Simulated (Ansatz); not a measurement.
Input and output of a single-point calculation on fluorite CaF₂ (Ansatz, r2SCAN). The cell was relaxed with r2SCAN and then strained (epitaxial +2.0 % in the xy plane, free normal strain -1.06 %), with the atoms relaxed again with r2SCAN; k points keep the names of the unstrained zone.

```yaml
crystal:
  lattice:
    - [0.0, 2.7739848333, 2.6906520933]
    - [2.7739848333, 0.0, 2.6906520933]
    - [2.7739848333, 2.7739848333, 0.0]
  atoms:
    - { symbol: Ca, position: [0.0, 0.0, 0.0] }
    - { symbol: F, position: [0.25, 0.25, 0.25] }
    - { symbol: F, position: [0.75, 0.75, 0.75] }
kpoints:
  mp_grid: { grid: [8, 8, 8] }
  band_path:
    path:
      - [0.0, 0.0, 0.0]
      - [0.5, 0.0, 0.5]
      - [0.625, 0.25, 0.625]
      - [0.375, 0.375, 0.75]
      - [0.5, 0.5, 0.5]
      - [0.5, 0.25, 0.75]
    npoints: 1
hamiltonian:
  xc: r2scan
scf:
  occupations: { method: fixed }
  n_extra_bands: 4
output:
  forces: true
  stress: true
  eigenvalues: true
  write_density: true
  write_potential: true
  elf: true
  volumetric_format: npy
```

The output follows, shortened, with numbered blanks.
```
Functional definition: r2SCAN
Crystal: 3 atoms, lattice volume = 41.409 Å³
Basis set: ecut = 500 eV, 1049 PW (Γ)
Bands: 16, of which v1, the nominal top of the filled ones, is band 12 counted from 1 (11 counted from 0)
Symmetry: 16 space group operations
Space group: I4/mmm (ITA 139)
k-points: 59 of 512
SCF 1 converged in 6 iterations: F = -3448.100964 eV  dr2 = 1.05e-9
Free energy (F): -3448.100964 eV
[1]
--- Per-component energies (eV) ---
  E_band       = -213.290840
  E_kinetic    = 696.029178
  E_local      = -1803.641323
  E_nonlocal   = 208.263252
  E_hartree    = 643.137890
  E_xc         = -297.228596
  E_vxc        = -429.205007
  E_paw        = -1269.802478
  E_vpaw       = -199.995980
  E_vtau       = 28.981540
  E_ewald      = -1624.577430
  E_core_change = -0.283448
--- Stress (GPa, compression-positive) ---
[2]
--- Band table (eV; the first three rows and the last of 59) ---
[3]
```

The rows of the band table are 0: (0, 0, 0) = Γ, 1: (0, 0, 1/8), 2: (0, 0, 1/4), 58: (-1/2, -1/2, 0) = X.

**Question.** What stood in the gaps? They hold the stress, the Fermi energy and the band table.

**Answer.**
```
[1]
Fermi energy:    2.713852 eV
[2]
       -3.631147       0.000000       0.000000
        0.000000      -3.631147       0.000000
        0.000000       0.000000      -0.001061
  P = ⅓ Tr σ = -2.4211 GPa (-24.211 kbar)
[3]
  k-point 0: bands = […, 0.5024, 0.5797, 0.5797, 2.2717, 2.2717, 2.4839, 10.4367, 12.4193, 12.6233, 14.5810]
  k-point 1: bands = […, 0.5865, 0.6431, 0.6871, 2.1306, 2.2076, 2.3813, 10.8265, 12.4607, 12.6363, 14.4527]
  k-point 2: bands = […, 0.7873, 0.8087, 0.9610, 1.7946, 2.0449, 2.1654, 11.7183, 12.5618, 12.6700, 14.2128]
  k-point 58: bands = […, -0.0590, 0.9604, 0.9604, 2.2085, 2.2085, 2.7139, 11.2985, 13.0767, 13.4093, 14.3196]
```
The trailing digits, and the zero of the energies, depend on the potentials and thresholds.

r2SCAN gives an indirect gap of 7.72 eV, from X (-1/2, -1/2, 0) to Γ; the least direct gap is 7.95 eV at Γ. The gap is the least over the mesh and the extra points. With the atoms held, the mean pressure is -2.42 GPa (compression positive).

Command: `ansatz run input.yaml --threads 2 --pin off --max-ram 2211MiB --backend cpu --events-out ev --progress --plain --runs-dir out`.

(Simulation; spin polarisation is off.)
